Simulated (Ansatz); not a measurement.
**PtS2**

```yaml
crystal:
  lattice:
    - [0.00000, 2.98571, 2.98571]
    - [2.98571, 0.00000, 2.98571]
    - [2.98571, 2.98571, 0.00000]
  atoms:
    - { symbol: Pt, position: [0.00000, 0.00000, 0.00000] }
    - { symbol: S, position: [0.25000, 0.25000, 0.25000] }
    - { symbol: S, position: [0.75000, 0.75000, 0.75000] }
```

Atom numbers follow the list: Pt1, S2, S3.

The cell was built from the fluorite type and relaxed in the same program, and has space group Fm-3m; it needn't be a known or the stable phase.

Spin–orbit coupling is left out, though it moves levels of the heavy atoms by tenths of an eV or more.

Methods: DFT, PBE, all-electron LAPW, scalar-relativistic (Ansatz 0.2.0); DFT, PBE, PAW with Ansatz's default frozen-core files, scalar-relativistic (Ansatz 0.2.0).

For LAPW: a Γ-centred 11×11×11 k mesh, Fermi–Dirac smearing of 0.05 eV, basis error target 1 meV/atom, no spin polarisation. PAW takes a cutoff of 420 eV at this cell. The Ansatz runs share mesh, smearing and spin set-up. Values come from LAPW unless marked.

```json
{
 "Volume per atom": "17.74 Å³",
 "Pressure at this cell": "0.05 GPa"
}
```

(1) Give the computed value. Density of states at the Fermi level (0.2 eV bin).

(2) Give the computed value. Löwdin charges (with 0.25 e of the cell spilling out of the atomic basis, so their sizes and signs hang on that basis).

(3) Give the computed value. Band gap.

(4) Bader charges (from the PAW run): what does the calculation give?

## Answers

(1) 1.77 states/eV per cell.

(2) Pt1 0.61, S2 -0.18 e.

(3) none: bands cross the Fermi level, a metal.

(4) Pt1 +0.34, S2 -0.17 e.
